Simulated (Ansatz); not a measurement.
# SnSe2 (P-3m1) in Ansatz: single point with PBEsol

Aim: the single point of SnSe2 with PBEsol.

Program: Ansatz 0.2.0. These are calculated values, not measurements. Logs are shortened: lines on timing, memory, paths and dates and some standing lists are left out, and cuts for length are marked.

### Step 1. The structure

The structure is trigonal, space group P-3m1 (No. 164). The conventional cell has a = 3.811 Å, b = 3.811 Å, c = 6.136 Å, α = 90.00°, β = 90.00°, γ = 120.00°. Sn (site symmetry -3m) has 6 Se at 2.68 Å as nearest neighbours. Around Se (site symmetry 3m) lie 3 Sn at 2.68 Å.

### Step 2. Single point, PBEsol

Input file input.yaml:

```yaml
crystal:
  lattice:
    - [3.811, 0.0, 0.0]
    - [-1.9055, 3.3004228138, 0.0]
    - [0.0, 0.0, 6.136]
  atoms:
    - { symbol: Sn, position: [0.0, 0.0, 0.0] }
    - { symbol: Se, position: [0.6666666667, 0.3333333333, 0.751] }
    - { symbol: Se, position: [0.3333333333, 0.6666666667, 0.249] }
kpoints:
  mp_grid: { grid: [5, 5, 3] }
scf:
  occupations: { method: fermi_dirac, width: 0.03 }
hamiltonian:
  xc: pbesol
  pseudopotentials: { kind: all_electron, lapw: { basis_error: 0.002 } }
output:
  forces: true
  stress: true
  eigenvalues: true
```

Potentials or basis: all-electron LAPW, scalar-relativistic.

On the command line:

```console
ansatz run input.yaml --threads 2 --pin off --max-ram 8192MiB --backend cpu --events-out ev --progress --plain --runs-dir out
```

Log:

```text
Warning: RAYON_NUM_THREADS=2 ignored (pool sized by the plan → 2); use --threads N
LAPW: plane waves up to 7.926 Å⁻¹, error target 2.0e-3 eV per atom; small_component_spin mean_spin; Se in spheres of 1.283 Å, 24 of its electrons in bands, Dirac shells []; Sn in spheres of 1.396 Å, 22 of its electrons in bands, Dirac shells [] (how accurate: hamiltonian.pseudopotentials.lapw.basis_error, Limitations)
Engine: ansatz 0.2.0, aarch64-unknown-linux-gnu
Pseudopotentials: kind: all_electron
Pseudopotential: Sn, LAPW, valence charge 22, lapw/all_electron/scalar/gaussian/Sn, Koelling and Harmon's equation, gaussian nucleus
Pseudopotential: Se, LAPW, valence charge 24, lapw/all_electron/scalar/gaussian/Se, Koelling and Harmon's equation, gaussian nucleus
Functional definition: PBEsol
  exchange = pbesol_x
  correlation = pbesol_c
Crystal: 3 atoms, lattice volume = 77.178 Å³
Basis set: ecut = 239.3245009321836 eV, 639 PW (Γ), exchange–correlation at level 2
Bands: 42, of which v1, the nominal top of the filled ones, is band 35 counted from 1 (34 counted from 0)
Symmetry: 12 space group operations
Space group: P-3m1 (ITA 164), of the structure as read, at distance tolerance 4.3e-5 Å
k-points: 12 of 75
Non-local potential: Sn, projectors of the file, none
Non-local potential: Se, projectors of the file, none
Initial density: superposition of atomic densities (chi_scale 0.1, normalization cell, long waves kept (reshape's long-wave potential 0.16 eV rms))
Initial wavefunctions: plane waves of lowest kinetic energy (no species holds an atomic orbital)
Functional: x = pbesol(κ = 0.804, μ = 0.12345679012345678), c = pbesol(β = 0.046)
iter 1 solved again at ethr=1.09e-3 eV; its pass at ethr=1.00e-1 eV (dr2=7.63e-1 eV) is discarded
SCF iter   1: F=—  HF=-300177.883935 eV  |F-HF|=—  |Δ(HF+E_count)|=         —  Δρ=2.56e-2  dr2=7.63e-1  ethr=1.09e-3  ⟨swp⟩=2.0  Hψ=3224  notcnv=0
preconditioner: auto → Resta (q_TF=auto, 2.684 Å⁻¹)  ε∞=2.6  [insulator: Δε(μ)=1.083 eV  Ē_g=17.047 eV  σ=0.030 eV  W_gap=1.00  n_scr=22 (ndim 8)  ℏωp=21.6 eV  f_vac=0.150  D(μ)=0.00/eV (n_scr^D=0)  ε∞_Penn≈2.6]
SCF iter   2: F=—  HF=-300177.627645 eV  |F-HF|=—  |Δ(HF+E_count)|=   2.56e-1  Δρ=1.17e-2  dr2=1.31e-1  ethr=1.09e-3  ⟨swp⟩=2.0  Hψ=1548  notcnv=0
SCF iter   3: F=—  HF=-300177.603135 eV  |F-HF|=—  |Δ(HF+E_count)|=   2.45e-2  Δρ=5.36e-3  dr2=2.80e-2  ethr=1.87e-4  ⟨swp⟩=2.0  Hψ=1547  notcnv=0
iter 4 solved again at ethr=1.70e-6 eV; its pass at ethr=4.00e-5 eV (dr2=1.19e-3 eV) is discarded
SCF iter   4: F=—  HF=-300177.600795 eV  |F-HF|=—  |Δ(HF+E_count)|=         —  Δρ=1.08e-3  dr2=1.19e-3  ethr=1.70e-6  ⟨swp⟩=2.0  Hψ=2517  notcnv=0
the basis was enlarged: its passes take 94.9 KiB over the memory plan, 2 of 2 planned eigensolver slots
SCF iter   5: F=—  HF=-300177.600854 eV  |F-HF|=—  |Δ(HF+E_count)|=   5.90e-5  Δρ=2.79e-4  dr2=9.60e-5  ethr=1.70e-6  ⟨swp⟩=2.1  Hψ=1471  notcnv=0
SCF iter   6: F=—  HF=-300177.600876 eV  |F-HF|=—  |Δ(HF+E_count)|=   2.16e-5  Δρ=1.10e-4  dr2=1.00e-5  ethr=1.37e-7  ⟨swp⟩=2.9  Hψ=1483  notcnv=0
SCF iter   7: F=—  HF=-300177.600885 eV  |F-HF|=—  |Δ(HF+E_count)|=   9.50e-6  Δρ=4.76e-5  dr2=2.16e-6  ethr=1.43e-8  ⟨swp⟩=3.0  Hψ=1502  notcnv=0
SCF iter   8: F=—  HF=-300177.600889 eV  |F-HF|=—  |Δ(HF+E_count)|=   3.83e-6  Δρ=1.14e-5  dr2=1.61e-7  ethr=3.08e-9  ⟨swp⟩=3.0  Hψ=1545  notcnv=0
SCF iter   9: F=-300177.600890 eV  HF=-300177.600890 eV  |F-HF|=3.90e-9  |Δ(HF+E_count)|=   4.00e-7  Δρ=3.19e-6  dr2=1.28e-8  ethr=2.30e-10  ⟨swp⟩=3.0  Hψ=1558  notcnv=0
SCF 1 converged in 9 iterations: F = -300177.600890 eV  dr2 = 1.28e-8
SCF converged after 9 iterations
Free energy (F): -300177.600890 eV
Harris-Foulkes:  -300177.600890 eV  (|F-HF|=3.90e-9)
Internal energy: -300177.600889 eV  (E = F + TS)
E sigma→0 (E₀):  -300177.600889 eV
Entropy (-TS):   -0.000000 eV (-0.000 meV/atom)
Fermi energy:    9.755904 eV
--- Per-component energies (eV) ---
  E_band       = -3922.300521
  E_kinetic    = 311975.688100
  E_xc         = -9123.948167
  E_electrostatic = -603029.340822  (all electrons and nuclei)
  E_smearing   = -0.000000  (= −TS)
  E_closure    = 0.000000  (closes the sum)
  E_atoms      = -300164.731621  (free atoms, spherical and without spin; not in F)
  Σ components = -300177.600890   (vs F -300177.600890, Δ=0.00e0)
  Basis errors (estimates in eV, not in F): energy 8.7e-4 per atom: plane waves 7.8e-4 (4.5e-4 summed), levels above the bands 1.8e-122, relativity 7.1e-8, radial functions 8.6e-5, core shells 4.8e-8; eigenvalues (radial functions only) 2.7e-6; not estimated: angular momenta, meshes, grids; target (lapw.basis_error) 2.0e-3; muffin-tin radii Se 1.283 Å, Sn 1.396 Å
--- Forces (eV/Å), atoms counted from 1 ---
  atom   1  Sn     0.00000000    -0.00000000     0.00000000
  atom   2  Se    -0.00000000     0.00000000    -0.55124242
  atom   3  Se     0.00000000    -0.00000000     0.55124242
  max |Σ_I F_I| component: 1.54e-32 eV/Å
--- Stress (GPa, compression-positive) ---
        2.146684       0.000000       0.000000
        0.000000       2.146684      -0.000000
        0.000000       0.000000       3.634216
  P = ⅓ Tr σ = 2.6425 GPa (26.425 kbar)
--- Band table (eV; the first three rows and the last of 12) ---
  k-point 0: bands = ["-197.2869", "-197.2869", "-136.9659", "-136.9659", "-136.9659", "-136.9659", "-136.9237", "-136.9237", "-119.5608", "-75.4027", "-75.4027", "-75.4012", "-37.4102", "-37.4102", "-37.4101", "-37.4101", "-37.3789", "-37.3789", "-37.3782", "-37.3782", "-37.3664", "-37.3662", "-11.7848", "-11.7848", "-11.7462", "-11.7301", "-11.7301", "-4.6096", "-2.8180", "3.3006", "8.7169", "8.7169", "9.0299", "9.0299", "9.4125", "10.4206", "12.2562", "14.0021", "14.0021", "17.4525", "18.3187", "18.3187"]
  k-point 1: bands = ["-197.2869", "-197.2869", "-136.9659", "-136.9659", "-136.9659", "-136.9659", "-136.9237", "-136.9237", "-119.5608", "-75.4027", "-75.4027", "-75.4012", "-37.4102", "-37.4102", "-37.4101", "-37.4101", "-37.3788", "-37.3788", "-37.3784", "-37.3784", "-37.3664", "-37.3663", "-11.7848", "-11.7848", "-11.7461", "-11.7301", "-11.7301", "-4.4866", "-3.0705", "3.9493", "7.7836", "8.6444", "8.6444", "9.1506", "9.1506", "11.5681", "12.2547", "13.7941", "13.7941", "17.6526", "17.8626", "17.8626"]
  k-point 2: bands = ["-197.2869", "-197.2869", "-136.9659", "-136.9659", "-136.9659", "-136.9659", "-136.9237", "-136.9237", "-119.5608", "-75.4028", "-75.4027", "-75.4012", "-37.4102", "-37.4101", "-37.4100", "-37.4099", "-37.3789", "-37.3789", "-37.3784", "-37.3783", "-37.3663", "-37.3661", "-11.8051", "-11.7737", "-11.7409", "-11.7316", "-11.7256", "-4.2143", "-2.5791", "3.2915", "6.2741", "7.5022", "7.6881", "9.3153", "9.3260", "11.6440", "13.1052", "14.5667", "14.6288", "16.2688", "17.4489", "18.6951"]
  k-point 11: bands = ["-197.2869", "-197.2869", "-136.9659", "-136.9659", "-136.9659", "-136.9659", "-136.9237", "-136.9237", "-119.5608", "-75.4029", "-75.4028", "-75.4012", "-37.4100", "-37.4099", "-37.4096", "-37.4096", "-37.3789", "-37.3787", "-37.3787", "-37.3784", "-37.3660", "-37.3660", "-11.8298", "-11.7845", "-11.7415", "-11.7140", "-11.7098", "-2.6789", "-2.3796", "1.9976", "4.8776", "5.6206", "6.4631", "8.4475", "8.9454", "11.3148", "14.2765", "14.7214", "15.5277", "15.9720", "18.1227", "19.3673"]
```

Run time: 4.8 s. Hardware: 2 threads of Arm Neoverse V1, shared host; peak memory 0.3 GiB.

What came out:

| Item | Value |
| --- | --- |
| Free energy | -300177.6009 eV |
| Pressure | 2.6 GPa |
| Largest force | 0.551 eV/Å |
| Band gap on the k mesh | 0.73 eV, indirect (least direct gap 1.01 eV) |

Forces on the atoms (eV/Å):
```
Sn   0.000  0.000  0.000
Se   0.000  0.000 -0.551
Se   0.000  0.000  0.551
```

Caveat: spin-orbit coupling is left out, which moves the levels of the heavy elements; an odd mesh through Γ misses points on the zone boundary, where band edges often lie; this functional lacks dispersion, which binds the layers, so the pressure and a relaxed spacing across them are unreliable.
